**Q:** The crystal is a stacking variant of diamond, with every carbon atom bonded to four others. How far do the methods disagree about its volume?

Kohn–Sham DFT with VASP for carbon in space group P6₃/mmc (8-atom cell), using GGA and van der Waals functionals, with cell and atoms relaxed for each method on a static lattice. All runs use a 12×12×4 k mesh and Fermi–Dirac smearing of 0.05 eV. The basis column gives the plane-wave cutoff, and D3 without a suffix means zero damping.

```
     method                            potentials   basis  equilibrium volume (Å³/atom)
       AM05  VASP-PAW-PBE-potentials,-recommended  600 eV                         5.605
       BLYP  VASP-PAW-PBE-potentials,-recommended  600 eV                         5.827
BLYP-D3(BJ)  VASP-PAW-PBE-potentials,-recommended  600 eV                         5.688
    BLYP-D4  VASP-PAW-PBE-potentials,-recommended  600 eV                         5.683
        PBE    VASP-PAW-PBE-potentials,-gw,-light  630 eV                         5.698
     PBE-D3  VASP-PAW-PBE-potentials,-recommended  600 eV                         5.661
  PBE-rVV10  VASP-PAW-PBE-potentials,-recommended  600 eV                         5.685
     PBEsol  VASP-PAW-PBE-potentials,-recommended  600 eV                         5.621
  PBEsol-D3  VASP-PAW-PBE-potentials,-recommended  600 eV                         5.592
    RPBE-D3  VASP-PAW-PBE-potentials,-recommended  600 eV                         5.724
RPBE-D3(BJ)  VASP-PAW-PBE-potentials,-recommended  600 eV                         5.536
 optB88-vdW  VASP-PAW-PBE-potentials,-recommended  600 eV                         5.715
  revPBE-D3  VASP-PAW-PBE-potentials,-recommended  600 eV                         5.699
  revPBE-D4  VASP-PAW-PBE-potentials,-recommended  600 eV                         5.590
     vdW-DF  VASP-PAW-PBE-potentials,-recommended  600 eV                         5.828
    vdW-DF2  VASP-PAW-PBE-potentials,-recommended  600 eV                         5.862
```

**A:** The smallest volume is 5.536 Å³ per atom, with RPBE-D3(BJ), and the largest is 5.862 Å³, with vdW-DF2. The spread is 5.7 % of the mean volume, and densities computed from these volumes differ by about as much. In the bond length the spread looks more modest, about 0.03 Å, because volume grows as the cube of length.

It helps to picture the bond network as a very stiff spring. Each method adds its own weak push or pull to that spring, and the crystal settles where all the forces balance. Two of these forces can be picked out in the table: a push that comes from the treatment of exchange, and a pull that comes from dispersion. Ordinary correlation also differs between some of the methods, but no pair of rows isolates it.

**Q:** Why should exchange push the atoms apart?

**A:** When a crystal is stretched, the electron density between the atoms thins out and varies more strongly relative to its own size. A gradient-corrected functional lowers the exchange energy where this relative variation is large. The more steeply that energy gain rises with the gradient, the more the functional favours a stretched crystal, and the longer the bonds become.

The table has a pair that shows the size of the effect. The methods optB88-vdW and vdW-DF share the same correlation, dispersion included, and differ only in exchange. Their volumes are 5.715 and 5.828 Å³, so a change of exchange alone moves the result by 0.113 Å³, about a third of the whole spread. By their formulas, vdW-DF has the steeper exchange at the moderate gradients that matter in such a crystal, so its larger volume is what the argument leads us to expect.

**Q:** But vdW-DF includes dispersion, which is an attraction. Shouldn't its volume be small?

**A:** An attraction makes a crystal smaller than the same crystal without it, which need not be small compared with the result of another functional. BLYP shows this well. Without dispersion it gives 5.827 Å³, practically the vdW-DF value. With the D3(BJ) correction it drops to 5.688 Å³, and with D4 to 5.683 Å³.

A method's name therefore tells you that a pull is present, but not how strong the push is that it works against. To see what dispersion does, compare rows that share the functional, the potential and the basis. BLYP and PBEsol both offer such a comparison, and in both the added dispersion contracts the crystal.

**Q:** I thought dispersion held layers or molecules together. What does it do inside a network of strong bonds?

**A:** The D3 and D4 corrections add an energy that depends on the distances between atoms, whether or not those atoms belong to separate layers. In a dense crystal each atom has many others within a few ångström. Compression brings them closer, and as long as the total correction becomes more negative on the way, it pulls the crystal inward.

For BLYP with D3(BJ) this pull is as strong as an external pressure of roughly 10 GPa. Not all of it should be read as physical attraction between distant electron clouds. The parameters of these corrections are adjusted to each functional, so they can also make up for errors that the functional makes at shorter range.

**Q:** Can I estimate such a contraction without running the calculation again?

**A:** You can get its scale from two quantities, the stiffness of the crystal and the dispersion energy. Let $V_0$ be the volume per atom without dispersion and $B$ the bulk modulus, which measures resistance to compression. Near its minimum the energy of the bond network rises as

$$E_0(V)=\frac{B\,(V-V_0)^2}{2V_0}.$$

Dispersion between two distant atoms falls off as the inverse sixth power of their distance. Volume goes as distance cubed, so the dispersion energy per atom, $E_d$, varies as $V^{-2}$ and has the slope $-2E_d/V$. At the new minimum the two slopes cancel. Since $V$ stays close to $V_0$, this gives

$$V-V_0\approx\frac{2E_d}{B}.$$

Take PBEsol-D3 as the example. Its calculation gives a dispersion energy of −0.086 eV per atom, and the modulus of diamond is roughly 440 GPa, a recalled value equal to about 2.7 eV/Å³. The estimate is $2\times(-0.086)/2.7\approx-0.06$ Å³. The computed volume falls from 5.621 to 5.592 Å³, that is by 0.029 Å³.

The formula has the right sign and the right order of magnitude, but it is too large by a factor of about two. No parameter was adjusted, but only this one row was tested, so the factor should not be carried over to other methods. What does carry over is the reasoning: for the same dispersion energy with the same dependence on volume, a crystal half as stiff would contract twice as much. The printed analysis below gives this estimate beside the computed shifts.

**Q:** Why is the estimate too large?

**A:** The likely reason is damping. The inverse sixth power holds for atoms that are far apart. At a bond length of about 1.5 Å it would give an absurdly strong attraction, and it would count again what the functional already describes. Every such correction therefore weakens the attraction at short range, and the dispersion energy as a whole can then change less with volume than the formula assumes.

How this is done matters a great deal. In the original D3 form, called zero damping, the energy of a pair fades to nothing as the atoms approach. Close pairs then lose attraction when they are squeezed, so they push outward and offset part of the pull from more distant pairs. In the Becke–Johnson form, marked BJ, the energy levels off at a finite value instead, and even close pairs keep a weak inward pull.

The two RPBE rows fit this picture. Going from D3 to D3(BJ) shrinks the volume from 5.724 to 5.536 Å³, a larger step than the change of exchange between optB88-vdW and vdW-DF. The direction is what the damping argument leads us to expect. The table cannot assign the full amount to damping, because the two variants also have different fitted parameters.

**Q:** Which differences can I trust, and which method should I use for a density?

**A:** Differences of 0.1 Å³ between rows with equal potential and basis are far larger than the remaining errors of relaxation. The third decimal is another matter. The revPBE-D4 cell was left with a pressure of 0.14 GPa, and releasing it would add about 0.002 Å³. That is just its distance from PBEsol-D3, so the two should be called equal.

The plain PBE row needs more care, because it uses a different potential and a higher cutoff. PBE-rVV10 lies only 0.013 Å³ below it, and its dispersion term is damped more strongly than in the original rVV10. So small a gap could come from the potential as well as from dispersion. The larger gaps between functionals are safer, although all rows use potentials made for PBE, which adds a small inconsistency for the other functionals.

For a density, the table alone can't name the best method, and the row nearest a measured value need not be it. These volumes belong to a lattice at rest, while zero-point motion expands real diamond by roughly one per cent, again a recalled figure. That is more than the whole D3 contraction of PBEsol. If you need to compare several carbon structures, keep the functional, the dispersion variant and its damping the same throughout; otherwise a change of method can pass for a change of material.

Printed output of the fit:

```
Largest less smallest volume, A^3/atom: 0.326
The same spread, percent of the mean volume: 5.731
Bond length at the smallest volume, ideal tetrahedra, A: 1.532
Bond length at the largest volume, ideal tetrahedra, A: 1.562
BLYP-D3(BJ) less BLYP, A^3/atom: -0.139
BLYP-D4 less BLYP, A^3/atom: -0.144
PBEsol-D3 less PBEsol, A^3/atom: -0.029
PBE-D3 less PBE (potential and cutoff differ too), A^3/atom: -0.037
PBE-rVV10 less PBE (potential and cutoff differ too), A^3/atom: -0.013
RPBE-D3(BJ) less RPBE-D3, A^3/atom: -0.188
revPBE-D4 less revPBE-D3, A^3/atom: -0.109
vdW-DF less optB88-vdW, A^3/atom: 0.113
PBEsol less PBE (potential and cutoff differ too), A^3/atom: -0.077
Undamped estimate 2E/B of the PBEsol-D3 shift, A^3/atom: -0.06297
Undamped estimate over computed PBEsol-D3 shift, ratio: 2.171
Pressure equivalent to the D3(BJ) shift of BLYP, GPa: 10.5
Pressure equivalent to the D3 shift of PBEsol, GPa: 2.27
Volume still to be gained by revPBE-D4 from its 0.14 GPa, A^3/atom: 0.00178
PBEsol-D3 less revPBE-D4, A^3/atom: 0.002
```
